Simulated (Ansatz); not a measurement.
Level of theory: Ansatz 0.2.0, DFT PBE, scalar-relativistic, plane waves, PAW. All cells share a 420 eV cutoff and Γ-centred k meshes spaced at most about 0.3 Å⁻¹ (about 0.25 or finer for metals, 2π included). No spin polarisation in the final relaxations.

These are static total energies at zero pressure. All come from trial cells, and lower structures may exist.

Question: These unrelaxed guesses for Sb are each relaxed within their symmetry. Order them by the energy at which they end, lowest first.
A.

Space group I4/mmm (No. 139). a = 5.181 Å, b = 5.181 Å, c = 6.355 Å, α = 90.00°, β = 90.00°, γ = 90.00°
```tsv
atom	site	symmetry	x	y	z
Sb	4d	-4m2	0.0000	0.5000	0.2500
Sb	2b	4/mmm	0.0000	0.0000	0.5000
```

B.

Space group R32:H (No. 155). a = 7.557 Å, b = 7.557 Å, c = 9.086 Å, α = 90.00°, β = 90.00°, γ = 120.00°
```
atom  site  symmetry       x       y       z
  Sb    9d        .2  0.9134  0.3333  0.3333
  Sb    6c        3. 0.0000  0.0000  0.2579
```

Answer: B (ends in R32, 0 meV/atom), A (ends in I4/mmm, 23 meV/atom).

These runs have no spin–orbit coupling, which can matter for Sb. Cells relaxed within their symmetry can be saddle points. The part of the Crystallography Open Database at hand lists Sb in space groups No. 139, 166, 194, 221, 225 and others; sharing a group (I4/mmm) doesn't make a cell the listed structure. Some candidate types were left out of the draw beforehand, so a known form may be missing.
